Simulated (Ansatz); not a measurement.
System: HgSe (zinc blende type), 2 atoms in the cell.

Level of theory: PBE, all-electron LAPW, point nucleus in Ansatz.

k-mesh 8×8×8 Γ-centred; Fermi–Dirac smearing of 0.1 eV; no spin polarisation; no spin–orbit coupling.

```
Hg Se
1.0
     0.00000    3.13500    3.13500
     3.13500    0.00000    3.13500
     3.13500    3.13500    0.00000
Hg Se
1 1
Direct
  0.00000 0.00000 0.00000
  0.25000 0.25000 0.25000
```

Is the cell under compression or tension, and by how much?

The pressure is -0.19 GPa, so at these settings the cell is stretched and would shrink.

The k-mesh is modest, so these values aren't fully converged in k.
